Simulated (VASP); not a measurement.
## Input and output of a VASP PBE single-point calculation on ZnSe (strained zincblende)

INCAR

```
NBANDS = 16
IBRION = -1
LCHARG = .TRUE.
LREAL = .FALSE.
NELM = 120
LWAVE = .FALSE.
EDIFF = 1E-7
NSW = 0
PREC = Accurate
ISIF = 2
ENCUT = 520
LELF = .TRUE.
LASPH = .TRUE.
SIGMA = 0.02
GGA = PE
ISMEAR = -1
```

KPOINTS

```
KPOINTS created by Atomic Simulation Environment
0
Gamma
8 8 8
0 0 0
```

KPOINTS_OPT

```
special points
6
Reciprocal
0.0000000000 0.0000000000 0.0000000000 1
-0.5000000000 -0.5000000000 0.0000000000 1
-0.3750000000 -0.3750000000 0.2500000000 1
-0.3750000000 0.0000000000 0.3750000000 1
0.0000000000 0.0000000000 0.5000000000 1
-0.5000000000 -0.2500000000 0.2500000000 1
```

POSCAR

```
Zn Se
 1.0000000000000000
     0.0000000000000000    2.8324206844000002    2.7757722707000001
     2.8324206844000002    0.0000000000000000    2.7757722707000001
     2.8324206844000002    2.8324206844000002    0.0000000000000000
 Zn  Se
   1   1
Cartesian
  0.0000000000000000  0.0000000000000000  0.0000000000000000
  1.4162103421999999  1.4162103421999999  1.3878861353499998
```

VASP ran with the recommended PBE PAW datasets (18 valence electrons in the cell).

Command

```
mpirun -np 1 vasp_std
```

OSZICAR

```
N       E                     dE             d eps       ncg     rms          rms(c)
DAV:   1     0.885274321845E+02    0.88527E+02   -0.89437E+03  1888   0.129E+03
DAV:   2    -0.777494224496E+00   -0.89305E+02   -0.83744E+02  2168   0.256E+02
DAV:   3    -0.624584967674E+01   -0.54684E+01   -0.54485E+01  2288   0.614E+01
DAV:   4    -0.628819775505E+01   -0.42348E-01   -0.42344E-01  2344   0.580E+00
DAV:   5    -0.628839168901E+01   -0.19393E-03   -0.19393E-03  2376   0.353E-01    0.494E+00
DAV:   6    -0.601958668822E+01    0.26881E+00   -0.53322E-01  2800   0.243E+01    0.376E+00
DAV:   7    -0.600002051164E+01    0.19566E-01   -0.15801E-01  2120   0.356E+00    0.159E+00
DAV:   8    -0.599977329786E+01    0.24721E-03   -0.44829E-03  2656   0.706E-01    0.460E-01
DAV:   9    -0.599998390428E+01   -0.21061E-03   -0.11096E-03  2216   0.255E-01    0.656E-02
DAV:  10    -0.600009279923E+01   -0.10889E-03   -0.21156E-04  2440   0.109E-01    0.241E-02
DAV:  11    -0.600008232328E+01    0.10476E-04   -0.40913E-05  2248   0.555E-02    0.496E-03
DAV:  12    -0.600008333226E+01   -0.10090E-05   -0.54954E-06  2432   0.139E-02    0.254E-03
DAV:  13    -0.600008359515E+01   -0.26289E-06   -0.45685E-07  2336   0.497E-03    0.117E-03
DAV:  14    -0.600008357194E+01    0.23207E-07   -0.30094E-08  1984   0.187E-03
   1 F= -.60000836E+01 E0= -.60000836E+01  d E =-.571379E-11
       N       E                     dE             ncg
DAV:   1     0.184198504011E+04   -0.31473E+04      192
DAV:   2     0.132644792344E+04   -0.51554E+03      216
DAV:   3     0.129510185695E+04   -0.31346E+02      264
DAV:   4     0.129488685650E+04   -0.21500E+00      224
DAV:   5     0.129488586133E+04   -0.99518E-03      280
DAV:   6     0.129488585334E+04   -0.79875E-05      208
DAV:   7     0.129488585326E+04   -0.82444E-07      272
```

From OUTCAR

```
k-points           NKPTS =     59   k-points in BZ     NKDIM =     59   number of bands    NBANDS=     16

   NELECT =      18.0000    total number of electrons

   dimension x,y,z NGX =    30 NGY =   30 NGZ =   30
   dimension x,y,z NGXF=    60 NGYF=   60 NGZF=   60

  energy-cutoff  :      520.00
  volume of cell :       44.54
      direct lattice vectors                 reciprocal lattice vectors
     0.000000000  2.832420684  2.775772271    -0.176527450  0.176527450  0.180130051
     2.832420684  0.000000000  2.775772271     0.176527450 -0.176527450  0.180130051
     2.832420684  2.832420684  0.000000000     0.176527450  0.176527450 -0.180130051

 k-points in reciprocal lattice and weights: KPOINTS created by Atomic Simulation Env
   0.00000000  0.00000000  0.00000000       0.002
   0.12500000  0.00000000  0.00000000       0.016
   0.25000000  0.00000000  0.00000000       0.016
   0.37500000  0.00000000  0.00000000       0.016
   0.50000000  0.00000000  0.00000000       0.008
   0.12500000  0.12500000  0.00000000       0.004
   0.25000000  0.12500000  0.00000000       0.016
   0.37500000  0.12500000  0.00000000       0.016
   ...

 E-fermi :   2.2395

 k-point     1 :       0.0000    0.0000    0.0000
  band No.  band energies     occupation
      1     -11.5985      2.00000
      2      -4.8284      2.00000
      3      -4.8284      2.00000
      4      -4.8193      2.00000
      5      -4.4381      2.00000
      6      -4.4342      2.00000
      7       1.7770      2.00000
      8       1.7770      2.00000
      9       1.8492      2.00000
     10       3.1783      0.00000
     11       7.5921      0.00000
     12       7.5991      0.00000
     13       7.5991      0.00000
     14      11.8120      0.00000
     15      13.1243      0.00000
     16      13.4761      0.00000

 k-point     2 :       0.1250    0.0000    0.0000
  band No.  band energies     occupation
      1     -11.4935      2.00000
      2      -4.8210      2.00000
      3      -4.8121      2.00000
      4      -4.8042      2.00000
      5      -4.4391      2.00000
      6      -4.4361      2.00000
      7       0.4686      2.00000
      8       1.6125      2.00000
      9       1.6736      2.00000
     10       4.1582      0.00000
     11       7.5487      0.00000
     12       7.8539      0.00000
     13       7.8689      0.00000
     14      12.3766      0.00000
     15      12.5762      0.00000
     16      12.7280      0.00000

 k-point     3 :       0.2500    0.0000    0.0000
  band No.  band energies     occupation
      1     -11.2203      2.00000
      2      -4.7766      2.00000
      3      -4.7725      2.00000
      4      -4.7625      2.00000
      5      -4.4360      2.00000
      6      -4.4360      2.00000
      7      -1.3013      2.00000
      8       1.2626      2.00000
      9       1.3495      2.00000
     10       4.6040      0.00000
     11       8.2034      0.00000
     12       8.2410      0.00000
     13       8.4726      0.00000
     14      12.2260      0.00000
     15      12.2674      0.00000
     16      12.6180      0.00000

 k-point     4 :       0.3750    0.0000    0.0000
  band No.  band energies     occupation
      1     -10.9121      2.00000
      2      -4.7487      2.00000
      3      -4.7376      2.00000
      4      -4.5688      2.00000
      5      -4.4264      2.00000
      6      -4.4227      2.00000
      7      -2.7849      2.00000
      8       0.9587      2.00000
      9       1.0681      2.00000
     10       4.4652      0.00000
     11       8.1767      0.00000
     12       8.3250      0.00000
     13       9.9202      0.00000
     14      12.2926      0.00000
     15      13.3915      0.00000
     16      13.4518      0.00000

 k-point     5 :       0.5000    0.0000    0.0000
  band No.  band energies     occupation
      1     -10.7714      2.00000
      2      -4.7400      2.00000
      3      -4.7276      2.00000
      4      -4.4201      2.00000
      5      -4.4135      2.00000
      6      -4.2699      2.00000
      7      -3.5663      2.00000
      8       0.8425      2.00000
      9       0.9606      2.00000
     10       4.3766      0.00000
     11       8.0960      0.00000
     12       8.2654      0.00000
     13      10.4412      0.00000
     14      12.8752      0.00000
     15      14.9001      0.00000
     16      15.0883      0.00000

 k-point     6 :       0.1250    0.1250    0.0000
  band No.  band energies     occupation
      1     -11.4552      2.00000
      2      -4.8308      2.00000
      3      -4.7976      2.00000
      4      -4.7976      2.00000
      5      -4.4458      2.00000
      6      -4.4300      2.00000
      7       0.5160      2.00000
      8       1.3259      2.00000
      9       1.3259      2.00000
     10       4.6331      0.00000
     11       6.8095      0.00000
     12       8.2823      0.00000
     13       8.2823      0.00000
     14      11.4462      0.00000
     15      13.2136      0.00000
     16      13.3548      0.00000

 k-point     7 :       0.2500    0.1250    0.0000
  band No.  band energies     occupation
      1     -11.2347      2.00000
      2      -4.8171      2.00000
      3      -4.7595      2.00000
      4      -4.7547      2.00000
      5      -4.4514      2.00000
      6      -4.4222      2.00000
      7      -0.8326      2.00000
      8       0.9214      2.00000
      9       1.0246      2.00000
     10       5.3092      0.00000
     11       6.7497      0.00000
     12       8.7795      0.00000
     13       8.8518      0.00000
     14      11.0411      0.00000
     15      13.2965      0.00000
     16      13.9842      0.00000

 k-point     8 :       0.3750    0.1250    0.0000
  band No.  band energies     occupation
      1     -10.9332      2.00000
      2      -4.7559      2.00000
      3      -4.7263      2.00000
      4      -4.6516      2.00000
      5      -4.4300      2.00000
      6      -4.4125      2.00000
      7      -2.3026      2.00000
      8       0.6096      2.00000
      9       0.6386      2.00000
     10       5.2544      0.00000
     11       7.5737      0.00000
     12       8.9080      0.00000
     13       9.0070      0.00000
     14      12.2104      0.00000
     15      13.6601      0.00000
     16      14.1914      0.00000

 k-point     9 :       0.5000    0.1250    0.0000
  band No.  band energies     occupation
      1     -10.7316      2.00000
      2      -4.7281      2.00000
      3      -4.7149      2.00000
      4      -4.4720      2.00000
      5      -4.4117      2.00000
      6      -4.2860      2.00000
      7      -3.3301      2.00000
      8       0.2593      2.00000
      9       0.5996      2.00000
     10       5.1442      0.00000
     11       7.7308      0.00000
     12       8.6619      0.00000
     13      10.2550      0.00000
     14      12.8112      0.00000
     15      14.4093      0.00000
     16      15.0754      0.00000

 k-point    10 :      -0.3750    0.1250    0.0000
  band No.  band energies     occupation
      1     -10.7832      2.00000
      2      -4.7244      2.00000
      3      -4.7243      2.00000
      4      -4.4770      2.00000
      5      -4.4296      2.00000
      6      -4.3812      2.00000
      7      -3.0559      2.00000
      8       0.1359      2.00000
      9       0.8175      2.00000
     10       5.1993      0.00000
     11       7.8726      0.00000
     12       8.5039      0.00000
     13      10.1527      0.00000
     14      12.9914      0.00000
     15      13.1965      0.00000
     16      14.8375      0.00000

 k-point    11 :      -0.2500    0.1250    0.0000
  band No.  band energies     occupation
      1     -11.0459      2.00000
      2      -4.7539      2.00000
      3      -4.7406      2.00000
      4      -4.7060      2.00000
      5      -4.4481      2.00000
      6      -4.4192      2.00000
      7      -1.8378      2.00000
      8       0.3271      2.00000
      9       1.2006      2.00000
     10       5.3274      0.00000
     11       8.0565      0.00000
     12       8.3779      0.00000
     13       8.7114      0.00000
     14      11.5252      0.00000
     15      13.1921      0.00000
     16      14.3811      0.00000

 k-point    12 :      -0.1250    0.1250    0.0000
  band No.  band energies     occupation
      1     -11.3345      2.00000
      2      -4.8066      2.00000
      3      -4.7923      2.00000
      4      -4.7687      2.00000
      5      -4.4488      2.00000
      6      -4.4289      2.00000
      7      -0.4630      2.00000
      8       0.9192      2.00000
      9       1.5506      2.00000
     10       4.9644      0.00000
     11       7.4391      0.00000
     12       8.0095      0.00000
     13       8.5073      0.00000
     14      11.4170      0.00000
     15      12.4520      0.00000
     16      13.8553      0.00000

 ...

  Total        1.0123610      1.0123610      1.1891022      0.0000000      0.0000000     -0.0000000
  in kB       36.4180461     36.4180461     42.7760235      0.0000000      0.0000000     -0.0000000
  external PRESSURE =      38.5373719 kB  Pullay stress =       0.0000000 kB

 POSITION                                       TOTAL-FORCE (eV/Angst)
 -----------------------------------------------------------------------------------
      0.00000      0.00000      0.00000         0.000000      0.000000      0.000000
      1.41621      1.41621      1.38789        -0.000000     -0.000000      0.000000
 -----------------------------------------------------------------------------------
    total drift:                               -0.000000     -0.000000      0.000000

  FREE ENERGIE OF THE ION-ELECTRON SYSTEM (eV)
  ---------------------------------------------------
  free  energy   TOTEN  =        -6.0000835719 eV

  energy  without entropy=       -6.0000835719  energy(sigma->0) =       -6.00008357
```

- gap between bands v and c: 1.33 eV
- least direct gap: 1.33 eV
- pressure: 3.9 GPa

Band v is the last that the valence electrons fill when counted band by band, and c is the next.

The run took about 42 s on one core of a shared host (Intel Xeon Platinum 8488C) and held 0.22 GiB at most.
